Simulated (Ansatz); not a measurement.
# BaZrO3: the cost of one run

Computed with Ansatz 0.2.0 (DFT PBE, scalar-relativistic, plane waves, PAW, unless a step's input says otherwise).

1 further run of the same task is left out (it didn't finish).

### Step 1. The structure to begin with

Symmetry: Immm, No. 71, orthorhombic system. Conventional cell: a = 4.501 Å, b = 5.299 Å, c = 7.631 Å, α = 90.00°, β = 90.00°, γ = 90.00°. Around Ba (site symmetry mmm) lie 6 O at 2.65 to 2.77 Å. Around Zr (site symmetry mmm) lie 2 O at 2.25 Å. Around O (site symmetry mm2) lie 1 O at 2.20 Å and 2 Ba at 2.77 Å. O (site symmetry mmm) has 2 O at 2.20 Å and 2 Zr at 2.25 Å and 2 Ba at 2.65 Å as nearest neighbours.

Structure file:

```cif
data_structure
_symmetry_space_group_name_H-M 'Immm'
_symmetry_Int_Tables_number 71
_cell_length_a 4.5012
_cell_length_b 5.2991
_cell_length_c 7.6310
_cell_angle_alpha 90.000
_cell_angle_beta 90.000
_cell_angle_gamma 90.000
_cell_volume 182.02
loop_
_atom_site_label
_atom_site_type_symbol
_atom_site_symmetry_multiplicity
_atom_site_Wyckoff_symbol
_atom_site_fract_x
_atom_site_fract_y
_atom_site_fract_z
_atom_site_occupancy
Ba1 Ba 2 b 0.50000 0.00000 0.00000 1
Zr1 Zr 2 d 0.00000 0.50000 0.00000 1
O1 O 4 i 0.50000 0.50000 0.71196 1
O2 O 2 c 0.50000 0.50000 0.00000 1
```

A structure generator made this guess: random cell by space group and Wyckoff sites (Immm, No. 71). Lengths come from tabulated atomic sizes and are only a guess.

### Step 2. The guess as it stands, on a coarse mesh

Contents of input.yaml:

```yaml
crystal:
  lattice:
    - [-2.25061739, 2.64952768, 3.81550668]
    - [2.25061739, -2.64952768, 3.81550668]
    - [2.25061739, 2.64952768, -3.81550668]
  atoms:
    - { symbol: Ba, position: [0.0, 0.5, 0.5] }
    - { symbol: Zr, position: [0.5, 0.0, 0.5] }
    - { symbol: O, position: [0.21196184, 0.21196184, 0.0] }
    - { symbol: O, position: [0.78803816, 0.78803816, 0.0] }
    - { symbol: O, position: [0.5, 0.5, 0.0] }
basis:
  ecutwfc: 420
kpoints:
  mp_grid: { grid: [6, 6, 6] }
hamiltonian:
  xc: pbe
scf:
  occupations: { method: gaussian, width: 0.1 }
  lower_state_search: "off"
output:
  forces: true
  stress: true
  eigenvalues: true
```

Run with:

```console
ansatz run input.yaml --threads 1 --pin off --max-ram 2560MiB --backend cpu --events-out ev --progress --plain --runs-dir out
```

What time and memory should one allow on 1 thread of Arm Neoverse V2, shared host?

About 5 s, with a peak of 0.41 GiB.
